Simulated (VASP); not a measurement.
Write the native input for VASP 6.6.1 that does the following.

| Item | Value |
| --- | --- |
| Task | single point |
| Functional | PBE |
| Potentials or basis | VASP PAW PBE potentials, release 64 (Co, Pt, O) |
| Cutoff | 520 eV |
| k mesh | 14 × 14 × 14 |
| Occupations | gaussian, width 0.05 eV |
| Spin | no spin polarisation |
| Dipole correction | no |
| Further INCAR settings | ALGO = Fast; EDIFF = 1e-06; NBANDS = 24 |

The structure of CoPtO2 lies in POSCAR:

```
CoPtO2
1.0
    1.4270091439      0.8238841134      5.9697165251
   -1.4270091439      0.8238841134      5.9697165251
    0.0000000000     -1.6477682267      5.9697165251
Co Pt O
1 1 2
Direct
    0.5000000000      0.5000000000      0.5000000000
    0.0000000000      0.0000000000      0.0000000000
    0.8876557831      0.8876557831      0.8876557831
    0.1123442169      0.1123442169      0.1123442169
```

The cell is a database's computed one.

These files were run (other wordings do the same):

INCAR

```
PREC     = Accurate       # precision mode
ENCUT    = 520            # plane-wave cutoff, eV
EDIFF    = 1E-6           # SCF threshold, eV
ISMEAR   = 0              # smearing method
SIGMA    = 0.05           # smearing width, eV
LREAL    = F              # projectors in reciprocal space
LASPH    = T              # aspherical terms in the spheres
NELM     = 100            # most SCF steps
ALGO     = Fast           # electronic algorithm
ISIF     = 2              # what is computed and relaxed
LWAVE    = F              # write WAVECAR
LCHARG   = T              # write CHGCAR
GGA      = PE             # functional
LELF     = T              # ELF
LVHAR    = T            
NBANDS   = 24             # bands
```

KPOINTS

```
regular mesh
0
Gamma
  14 14 14
```

Potentials or basis: VASP PAW PBE potentials, release 64 (Co, Pt, O).

The run is started by

```sh
$ cat potpaw_PBE.64/Co/POTCAR potpaw_PBE.64/Pt/POTCAR potpaw_PBE.64/O/POTCAR > POTCAR
$ mpirun -np 1 vasp_std > vasp.out
```

Results of the run:

```json
{
 "Pressure": "0.2 GPa",
 "Largest force": "0.019 eV/Å",
 "Band gap on the k mesh": "none (metal or under the smearing width)"
}
```

Caveat: an odd number of electrons without spin polarisation forces a metal; a magnetic or distorted state may lie lower; the run has no spin polarisation, though such a crystal can be magnetic; semilocal functionals often make such compounds metallic where correlation or magnetic order opens a gap, which also shifts bond lengths.

Wall time 8.4 min on 1 thread of Intel(R) Xeon(R) 6975P-C (Granite Rapids), on a shared host, peak memory 0.56 GiB.
